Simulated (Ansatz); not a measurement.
# CsBr: what symmetry allows forces and stress to be

```yaml
crystal:
  lattice:
    - [4.36679, 0.00000, 0.25716]
    - [0.00000, 4.13719, 0.00000]
    - [0.25716, 0.00000, 4.50943]
  atoms:
    - { symbol: Cs, position: [0.00000, 0.97667, 0.00000] }
    - { symbol: Br, position: [0.50000, 0.52333, 0.50000] }
```

Level of theory: DFT PBEsol, scalar-relativistic, plane waves, PAW (Ansatz 0.2.0).

Cutoff 420 eV; k points 6×6×6 on the computed 2-atom cell (Γ-centred); Gaussian smearing, width 0.02 eV; no spin polarisation.

This distorted cell has space group P2, with 2 operations.

**Question.** Without a calculation: in which directions can each atom feel a force?

**Answer.** A force must be left unchanged by every operation that keeps its atom in place, so it lies in the space that those operations leave fixed. Atoms that the group maps onto each other feel forces of one size.
```json
{"atom": "Cs1", "site symmetry": "2", "operations at the site": "2", "equivalent to atom": "1", "allowed force (Cartesian)": "along (0.00, 1.00, 0.00)"}
{"atom": "Br2", "site symmetry": "2", "operations at the site": "2", "equivalent to atom": "2", "allowed force (Cartesian)": "along (0.00, 1.00, 0.00)"}
```

That leaves 2 independent force components of 6, tied by 1 condition that the forces sum to zero, so 1 remains. A relaxation in this cell that keeps the symmetry moves the atoms in these directions alone.

**Question.** And the stress tensor?

**Answer.** It must be invariant under the point group, which leaves 4 independent components: yz, xy vanish.

**Question.** Do the computed values obey this?

**Answer.** Yes. Forces (eV/Å):
```
Cs1  0.000  0.136  0.000
Br2  0.000 -0.136  0.000
```

Stress (GPa, compression positive, xx yy zz yz xz xy): -0.56 0.58 -1.21 0.00 -0.74 0.00. The program imposes the same operations on density, forces and stress, so this confirms the analysis and is no independent test of the calculation.